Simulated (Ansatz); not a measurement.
# BP (F-43m) in Ansatz: a series of runs

Runs on BP. Level: r2SCAN. Tasks: single point, equation of state.

Everything below comes from runs of Ansatz 0.2.0. Logs are shortened: lines on timing, memory, paths and dates and some standing lists are left out, and cuts for length are marked.

**What was measured.**

“Equation of state of single-crystal cubic boron phosphide”, 2014, arxiv:1407.1677 reports, for a bulk crystal of BP at 300 K: bulk modulus 179 ± 1 GPa.

The runs below are set against these values where they give the same quantity.

### Step 1. The crystal as given

The structure is cubic, space group F-43m (No. 216). The conventional cell has a = 4.538 Å, b = 4.538 Å, c = 4.538 Å, α = 90.00°, β = 90.00°, γ = 90.00°. Around P (site symmetry -43m) lie 4 B at 1.97 Å. B (site symmetry -43m) is surrounded by 4 P at 1.97 Å.

### Step 2. Single point, r2SCAN, 10.98 Å³/atom (volume scaled by 0.94)

The input, input.yaml:

```yaml
crystal:
  lattice:
    - [0.0, 2.2226808807, 2.2226808807]
    - [2.2226808807, 0.0, 2.2226808807]
    - [2.2226808807, 2.2226808807, 0.0]
  atoms:
    - { symbol: P, position: [0.75, 0.75, 0.75] }
    - { symbol: B, position: [0.0, 0.0, 0.0] }
hamiltonian:
  xc: r2scan
  pseudopotentials: { kind: paw }
kpoints:
  mp_grid: { grid: [10, 10, 10] }
scf:
  occupations: { method: fermi_dirac, width: 0.05 }
output:
  forces: true
  stress: true
  eigenvalues: true
  write_density: true
  write_potential: true
  elf: true
  volumetric_format: npy
```

Potentials or basis: Ansatz PAW.

On the command line:

```
$ ansatz run input.yaml --threads 2 --pin off --max-ram 5632MiB --backend cpu --events-out ev --progress --plain --runs-dir out
```

Standard output:

```text
Warning: RAYON_NUM_THREADS=2 ignored (pool sized by the plan → 2); use --threads N
Engine: ansatz 0.2.0, x86_64-unknown-linux-gnu
Pseudopotentials: kind: paw
Pseudopotential: P, paw, valence charge 5, recommended cutoff 500 eV (meta_gga), P.paw.azcp
Pseudopotential: B, paw, valence charge 3, recommended cutoff 500 eV (meta_gga), B.paw.azcp
Functional definition: r2SCAN
  parameter k0 = 0.174
  parameter k1 = 0.065
  parameter a1 = 4.9479
  exchange = r2scan_x(k0 = k0, k1 = k1, a1 = a1)
  correlation = r2scan_c
Crystal: 2 atoms, lattice volume = 21.961 Å³
Basis set: ecut = 500 eV, 537 PW (Γ), exchange–correlation on 96×96×96 points (64 copies of the dense FFT grid, shifted against one another)
Bands: 8, of which v1, the nominal top of the filled ones, is band 4 counted from 1 (3 counted from 0)
Symmetry: 24 space group operations
Space group: F-43m (ITA 216), of the structure as read, at distance tolerance 2.8e-5 Å
k-points: 47 of 1000 (time reversal used)
Non-local potential: P, projectors of the file, l = 0: 2, l = 1: 2, l = 2: 2
Non-local potential: B, projectors of the file, l = 0: 2, l = 1: 2, l = 2: 1
PAW form: soft (Blöchl's): semilocal exchange-correlation on the pseudo side does not see the compensation charge
PAW frozen core: P, regenerated for the run's functional (the file was generated under x = pbe(κ = 0.804, μ = 0.2195149727645171), c = pbe(β = 0.06672455060314922))
PAW frozen core: B, regenerated for the run's functional (the file was generated under x = pbe(κ = 0.804, μ = 0.2195149727645171), c = pbe(β = 0.06672455060314922))
PAW one-centre angular grid: P, 302 points (default); XC on 160 Gauss nodes
PAW one-centre angular grid: B, 302 points (default); XC on 160 Gauss nodes
Initial density: superposition of atomic densities (neutral atoms: chi_scale 0, normalization atom), corrected by the library's trained network
Initial wavefunctions: pseudopotential atomic-orbital guess
Functional: x = r2scan, c = r2scan; τ floored in thin density (d = 2e-4 eV/Å³)
SCF iter   1: F=—  HF=-916.599755 eV  |F-HF|=—  |Δ(HF+E_count)|=         —  Δρ=4.27e-3  dr2=1.98e-3  dr2_τ=1.57e-1  ethr=1.77e-3  ⟨swp⟩=6.1  Hψ=3526  notcnv=0
preconditioner: auto → none  [insulator: Δε(μ)=1.282 eV  Ē_g=14.089 eV  σ=0.050 eV  W_gap=1.00  n_scr=0 (ndim 8)  ℏωp=22.4 eV  f_vac=0.000  D(μ)=0.00/eV (n_scr^D=0)  ε∞_Penn≈3.5]
SCF iter   2: F=—  HF=-916.639591 eV  |F-HF|=—  |Δ(HF+E_count)|=   3.98e-2  Δρ=3.02e-3  dr2=9.21e-4  dr2_τ=3.66e-5  ethr=2.47e-5  ⟨swp⟩=2.2  Hψ=1142  notcnv=0
SCF iter   3: F=—  HF=-916.639713 eV  |F-HF|=—  |Δ(HF+E_count)|=   1.22e-4  Δρ=1.25e-3  dr2=2.66e-4  dr2_τ=1.85e-5  ethr=1.15e-5  ⟨swp⟩=2.7  Hψ=590  notcnv=0
SCF iter   4: F=—  HF=-916.639688 eV  |F-HF|=—  |Δ(HF+E_count)|=   2.41e-5  Δρ=3.21e-4  dr2=1.11e-5  dr2_τ=6.04e-7  ethr=3.32e-6  ⟨swp⟩=2.1  Hψ=553  notcnv=0
SCF iter   5: F=—  HF=-916.639692 eV  |F-HF|=—  |Δ(HF+E_count)|=   3.84e-6  Δρ=2.71e-5  dr2=3.24e-8  dr2_τ=1.27e-8  ethr=1.39e-7  ⟨swp⟩=2.0  Hψ=554  notcnv=0
SCF iter   6: F=-916.639692 eV  HF=-916.639692 eV  |F-HF|=4.87e-9  |Δ(HF+E_count)|=   1.31e-7  Δρ=1.08e-5  dr2=1.18e-8  dr2_τ=6.48e-10  ethr=4.05e-10  ⟨swp⟩=6.9  Hψ=2632  notcnv=0
SCF 1 converged in 6 iterations: F = -916.639692 eV  dr2 = 1.18e-8
SCF converged after 6 iterations
Free energy (F): -916.639692 eV
Harris-Foulkes:  -916.639692 eV  (|F-HF|=4.87e-9)
Internal energy: -916.639692 eV  (E = F + TS)
E sigma→0 (E₀):  -916.639692 eV
Entropy (-TS):   -0.000000 eV (-0.000 meV/atom)
Fermi energy:    10.747505 eV
--- Per-component energies (eV) ---
  E_band       = 24.003275
  E_kinetic    = 124.695991
  E_local      = -62.543927  (includes V_loc(G=0)·N_el)
  E_nonlocal   = 44.604255
  E_hartree    = 16.327386
  E_xc         = -92.160519
  E_vxc        = -109.648589  (∫ρ·V_xc dr)
  E_paw        = -656.012629  (= ΣΔE_a)
  E_vpaw       = -10.757305  (= ΣTr[D̂ρ^β])
  E_aug_tail   = -0.000001  (compensation charges beyond the density's cutoff)
  E_vtau       = 4.998114  (kinetic-family band-sum trace: ∫τ·v_τ [+ j·A + Jᵃ·Aᵃ] dr)
  E_ewald      = -291.440962
  E_core_change = -0.109284  (= ΣΔE_core)
  E_smearing   = -0.000000  (= −TS)
  E_closure    = 0.000000  (closes the sum)
  Σ components = -916.639692   (vs F -916.639692, Δ=0.00e0)
--- Forces (eV/Å), atoms counted from 1 ---
  atom   1  P      0.00000000     0.00000000     0.00000000
  atom   2  B     -0.00000000    -0.00000000     0.00000000
  max |Σ_I F_I| component: 3.89e-16 eV/Å
--- Stress (GPa, compression-positive) ---
       11.564891      -0.000000       0.000000
        0.000000      11.564891       0.000000
        0.000000       0.000000      11.564891
  P = ⅓ Tr σ = 11.5649 GPa (115.649 kbar)
--- Band table (eV; the first three rows and the last of 47) ---
  k-point 0: bands = ["-6.7566", "10.1029", "10.1029", "10.1029", "13.8048", "13.8048", "13.8048", "19.0924"]
  k-point 1: bands = ["-6.5576", "8.6791", "9.7727", "9.7727", "14.2626", "14.2626", "14.3620", "19.5680"]
  k-point 2: bands = ["-5.9675", "6.1150", "9.1512", "9.1512", "14.7253", "15.0505", "15.0505", "20.6202"]
  k-point 46: bands = ["-0.9462", "1.1270", "3.9533", "4.1163", "15.0641", "16.0538", "19.2069", "19.7512"]
```

It took 2.6 s on 2 threads of AMD EPYC 7R43 (Zen 3), shared host; peak memory 0.39 GiB.

What came out:

```yaml
Free_energy: -916.6397 eV
Pressure: 11.6 GPa
Band_gap_on_the_k_mesh: 1.33 eV, indirect (least direct gap 3.70 eV)
```

Caveat: the PAW data sets come from PBE, with cores solved anew for the run's functional, which leaves a small shift of forces and pressure.

### Step 3. Single point, r2SCAN, 11.21 Å³/atom (volume scaled by 0.96)

The input, input.yaml:

```yaml
crystal:
  lattice:
    - [0.0, 2.2383340787, 2.2383340787]
    - [2.2383340787, 0.0, 2.2383340787]
    - [2.2383340787, 2.2383340787, 0.0]
  atoms:
    - { symbol: P, position: [0.75, 0.75, 0.75] }
    - { symbol: B, position: [0.0, 0.0, 0.0] }
hamiltonian:
  xc: r2scan
  pseudopotentials: { kind: paw }
kpoints:
  mp_grid: { grid: [10, 10, 10] }
scf:
  occupations: { method: fermi_dirac, width: 0.05 }
output:
  forces: true
  stress: true
  eigenvalues: true
```

Potentials or basis: Ansatz PAW.

On the command line:

```
$ ansatz run input.yaml --threads 2 --pin off --max-ram 5632MiB --backend cpu --events-out ev --progress --plain --runs-dir out
```

It took 2.1 s on 2 threads of AMD EPYC 7R43 (Zen 3), shared host; peak memory 0.38 GiB.

Results (log left out):

```
Free energy            : -916.6671 eV
Pressure               : 7.3 GPa
Band gap on the k mesh : 1.36 eV, indirect (least direct gap 3.67 eV)
```

Caveat: the PAW data sets come from PBE, with cores solved anew for the run's functional, which leaves a small shift of forces and pressure.

### Step 4. Single point, r2SCAN, 11.45 Å³/atom (volume scaled by 0.98)

Edit input.yaml of step 3 so:

```diff
@@ -2,5 +2,5 @@
   lattice:
-    - [0.0, 2.2383340787, 2.2383340787]
-    - [2.2383340787, 0.0, 2.2383340787]
-    - [2.2383340787, 2.2383340787, 0.0]
+    - [0.0, 2.2537713532, 2.2537713532]
+    - [2.2537713532, 0.0, 2.2537713532]
+    - [2.2537713532, 2.2537713532, 0.0]
   atoms:
```

On the command line:

```
$ ansatz run input.yaml --threads 2 --pin off --max-ram 5632MiB --backend cpu --events-out ev --progress --plain --runs-dir out
```

Wall time 2 s (2 threads of AMD EPYC 7R43 (Zen 3), shared host); peak memory 0.38 GiB.

Results (log left out):

```
Free energy            : -916.6825 eV
Pressure               : 3.4 GPa
Band gap on the k mesh : 1.39 eV, indirect (least direct gap 3.63 eV)
```

Caveat: the PAW data sets come from PBE, with cores solved anew for the run's functional, which leaves a small shift of forces and pressure.

### Step 5. Single point, r2SCAN, 11.68 Å³/atom

Edit input.yaml of step 4 so:

```diff
@@ -2,5 +2,5 @@
   lattice:
-    - [0.0, 2.2537713532, 2.2537713532]
-    - [2.2537713532, 0.0, 2.2537713532]
-    - [2.2537713532, 2.2537713532, 0.0]
+    - [0.0, 2.269, 2.269]
+    - [2.269, 0.0, 2.269]
+    - [2.269, 2.269, 0.0]
   atoms:
```

On the command line:

```
$ ansatz run input.yaml --threads 2 --pin off --max-ram 5632MiB --backend cpu --events-out ev --progress --plain --runs-dir out
```

It took 2.1 s on 2 threads of AMD EPYC 7R43 (Zen 3), shared host; peak memory 0.39 GiB.

The run converged. Its results:

```yaml
Free_energy: -916.6871 eV
Pressure: -0.2 GPa
Band_gap_on_the_k_mesh: 1.42 eV, indirect (least direct gap 3.60 eV)
```

Caveat: the PAW data sets come from PBE, with cores solved anew for the run's functional, which leaves a small shift of forces and pressure.

### Step 6. Single point, r2SCAN, 11.92 Å³/atom (volume scaled by 1.02)

Edit input.yaml of step 5 so:

```diff
@@ -2,5 +2,5 @@
   lattice:
-    - [0.0, 2.269, 2.269]
-    - [2.269, 0.0, 2.269]
-    - [2.269, 2.269, 0.0]
+    - [0.0, 2.284026928, 2.284026928]
+    - [2.284026928, 0.0, 2.284026928]
+    - [2.284026928, 2.284026928, 0.0]
   atoms:
@@ -19 +19,5 @@
   eigenvalues: true
+  write_density: true
+  write_potential: true
+  elf: true
+  volumetric_format: npy
```

Potentials or basis: Ansatz PAW.

On the command line:

```
$ ansatz run input.yaml --threads 2 --pin off --max-ram 5632MiB --backend cpu --events-out ev --progress --plain --runs-dir out
```

Run time: 2.4 s. Hardware: 2 threads of AMD EPYC 7R43 (Zen 3), shared host; peak memory 0.4 GiB.

It converged, with:

```yaml
Free_energy: -916.6819 eV
Pressure: -3.4 GPa
Band_gap_on_the_k_mesh: 1.44 eV, indirect (least direct gap 3.57 eV)
```

Caveat: the PAW data sets come from PBE, with cores solved anew for the run's functional, which leaves a small shift of forces and pressure.

### Step 7. Single point, r2SCAN, 12.15 Å³/atom (volume scaled by 1.04)

The input, input.yaml:

```yaml
crystal:
  lattice:
    - [0.0, 2.2988586873, 2.2988586873]
    - [2.2988586873, 0.0, 2.2988586873]
    - [2.2988586873, 2.2988586873, 0.0]
  atoms:
    - { symbol: P, position: [0.75, 0.75, 0.75] }
    - { symbol: B, position: [0.0, 0.0, 0.0] }
hamiltonian:
  xc: r2scan
  pseudopotentials: { kind: paw }
kpoints:
  mp_grid: { grid: [10, 10, 10] }
scf:
  occupations: { method: fermi_dirac, width: 0.05 }
output:
  forces: true
  stress: true
  eigenvalues: true
```

On the command line:

```
$ ansatz run input.yaml --threads 2 --pin off --max-ram 5632MiB --backend cpu --events-out ev --progress --plain --runs-dir out
```

It took 1.6 s on 2 threads of AMD EPYC 7R43 (Zen 3), shared host; peak memory 0.4 GiB.

Results (log left out):

| Property | Result |
| --- | --- |
| Free energy | -916.6677 eV |
| Pressure | -6.3 GPa |
| Band gap on the k mesh | 1.47 eV, indirect (least direct gap 3.55 eV) |

Caveat: the PAW data sets come from PBE, with cores solved anew for the run's functional, which leaves a small shift of forces and pressure.

### Step 8. Single point, r2SCAN, 12.38 Å³/atom (volume scaled by 1.06)

Edit input.yaml of step 7 so:

```diff
@@ -2,5 +2,5 @@
   lattice:
-    - [0.0, 2.2988586873, 2.2988586873]
-    - [2.2988586873, 0.0, 2.2988586873]
-    - [2.2988586873, 2.2988586873, 0.0]
+    - [0.0, 2.3135014941, 2.3135014941]
+    - [2.3135014941, 0.0, 2.3135014941]
+    - [2.3135014941, 2.3135014941, 0.0]
   atoms:
@@ -19 +19,5 @@
   eigenvalues: true
+  write_density: true
+  write_potential: true
+  elf: true
+  volumetric_format: npy
```

On the command line:

```
$ ansatz run input.yaml --threads 2 --pin off --max-ram 5632MiB --backend cpu --events-out ev --progress --plain --runs-dir out
```

It took 2.2 s on 2 threads of AMD EPYC 7R43 (Zen 3), shared host; peak memory 0.4 GiB.

The run converged. Its results:

```
Free energy            : -916.6453 eV
Pressure               : -9.0 GPa
Band gap on the k mesh : 1.49 eV, indirect (least direct gap 3.52 eV)
```

Caveat: the PAW data sets come from PBE, with cores solved anew for the run's functional, which leaves a small shift of forces and pressure.

### Step 9. Equation of state, r2SCAN

Potentials or basis: Ansatz PAW.

No new run: the results of the series are fitted here.

Results:

| Quantity | Value |
| --- | --- |
| Equilibrium volume | 11.67 Å³/atom |
| Bulk modulus | 169 GPa |
| Pressure derivative of the bulk modulus | 3.8 |

Energy against volume, from the lowest point:
| volume (Å³/atom) | energy (meV/atom) |
| --- | --- |
| 10.981 | 23.72 |
| 11.214 | 10.03 |
| 11.448 | 2.30 |
| 11.682 | 0.00 |
| 11.915 | 2.62 |
| 12.149 | 9.73 |
| 12.383 | 20.90 |

Caveat: the PAW data sets were made with another functional, which shifts forces and pressure a little.

### Step 10. How close it comes

Step 9. A measured bulk modulus of BP is 179 GPa (300 K; “Equation of state of single-crystal cubic boron phosphide”, 2014, arxiv:1407.1677); the calculated 169 GPa misses it by -5.4 %. 3 values of this kind are on record (173 to 179 GPa); this one was drawn at random among those near their median, those with a stated uncertainty first. The fit is for a static lattice scaled at fixed shape and fixed fractional positions.
